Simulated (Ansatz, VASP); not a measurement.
**BN: VASP beside Ansatz**

File INCAR:

```
SYSTEM = BN
  ALGO = Normal
  EDIFF = 1E-6
  EDIFFG = -0.005
  ENCUT = 600
  GGA = PS
  IBRION = 2
  ISIF = 3
  ISMEAR = 0
  LASPH = .TRUE.
  LCHARG = .FALSE.
  LREAL = .FALSE.
  LWAVE = .FALSE.
  NELM = 80
  NSW = 70
  PREC = Accurate
  SIGMA = 0.02
```

Contents of KPOINTS:

```
k-points
0
G
  12 12 12
  0 0 0
```

The input POSCAR:

```
BN
1.0
    0.0000000000      3.3394821895      2.1688319106
    1.2538424675      0.0000000000      2.1688319106
    1.2538424675      3.3394821895      0.0000000000
B N
1 1
Direct
    0.0001068737      0.0001068737      0.9998931263
    0.6665931163      0.6665931163      0.3334068837
```

Input for Ansatz:

```yaml
crystal:
  lattice:
    - [0.0, 3.3394821895, 2.1688319106]
    - [1.2538424675, 0.0, 2.1688319106]
    - [1.2538424675, 3.3394821895, 0.0]
  atoms:
    - { symbol: B, position: [0.0001068737, 0.0001068737, 0.9998931263] }
    - { symbol: "N", position: [0.6665931163, 0.6665931163, 0.3334068837] }
basis:
  ecutwfc: 420
kpoints:
  mp_grid: { grid: [12, 12, 12] }
hamiltonian:
  xc: pbesol
scf:
  occupations: { method: gaussian, width: 0.02 }
output:
  forces: true
  stress: true
  eigenvalues: true
relax:
  adjacent_minimum: "off"
  f_tol: 0.005
  max_steps: 50
  cell: { stress_tol: 0.05 }
```

Alike in both runs: task relaxation of cell and atoms; functional PBEsol; k mesh 12 × 12 × 12; occupations gaussian, width 0.02 eV; no spin polarisation.

|  | VASP | Ansatz |
| --- | --- | --- |
| version | VASP 6.6.1 | Ansatz 0.2.0 |
| potentials or method | VASP PAW PBE potentials, release 64 (B, N) | scalar-relativistic, plane waves, PAW |
| plane-wave cutoff (eV) | 600 | 420 |
| valence electrons in the cell | 8 | 8 |

```tsv
	VASP	Ansatz	Ansatz less VASP
gap on the k mesh at the Fermi level, each at its own relaxed structure (eV)	3.74	3.81	+0.074
relaxed volume (Å³/atom)	9.51	9.65	+0.144
relaxed cell length with the largest relative difference (Å)	3.717	3.769	+0.0517
energy change over the relaxation (meV/atom)	-1	-2	-0.7
```

Caveats: the PAW data sets were made with another functional, which shifts forces and pressure a little (VASP). Expect the measured gap to be larger: semilocal functionals such as PBEsol lack the derivative discontinuity. A k mesh can miss the band edges.
